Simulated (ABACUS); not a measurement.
## Ga in ABACUS: the effect of functional

The system is Ga.

```
Ga
1.0
    -1.39357    1.39357    2.32653
     1.39357   -1.39357    2.32653
     1.39357    1.39357   -2.32653
Ga
1
Direct
  0.00000 0.00000 0.00000
```

This isn't the form of Ga at room conditions, which is orthorhombic.

The cell isn't the ideal one: volume scaled by 1.02.

Alike in all runs:

| Property | Result |
| --- | --- |
| Program | ABACUS 3.10.1 |
| Task | equation of state |
| Potentials or basis | SG15 ONCV 1.2 PBE |
| Cutoff | 1102 eV |
| Density cutoff | 4408 eV |
| Basis | plane waves |
| k mesh | 9 × 9 × 9 |
| Occupations | fermi-dirac, width 0.05 eV |
| Spin | no spin polarisation |

Task: One run gave: pressure -0.2 GPa. Which functional did it use?
A. PBEsol
B. r2SCAN
C. LDA
D. TPSS

Result: D.

```csv
functional,pressure (GPa)
LDA,-3.7
PBEsol,-1.3
TPSS,-0.2
r2SCAN,-1.6
```

Caveats: the potentials were made for another functional, which shifts forces and pressure.
